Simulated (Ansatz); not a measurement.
Tl, bcc: how the functional moves the structure

All rows: Ansatz, plane waves with scalar-relativistic PAW, 420 eV (500 eV for the SCAN forms), relaxed under each functional, no dispersion correction, no zero-point motion. B₀ comes from uniform scaling at fixed shape; a dash is a value not given.

```csv
functional,V (Å³/atom),cell,B₀ (GPa),magnetic state,ΔE to hcp (meV/atom)
PBE,31.47,a = 3.978 Å,27,spin not included,4
r²SCAN,30.10,a = 3.919 Å,32,spin not included,4
PBEsol,28.60,a = 3.853 Å,36,spin not included,5
LDA,27.27,a = 3.792 Å,43,spin not included,4
revPBE,33.07,a = 4.044 Å,21,spin not included,4
RPBE,33.82,a = 4.075 Å,20,spin not included,5
```

Task: What does BLYP give?

Result: V (Å³/atom): 35.55; cell: a = 4.143 Å; B₀ (GPa): 18; magnetic state: spin not included; ΔE to hcp (meV/atom): 6.
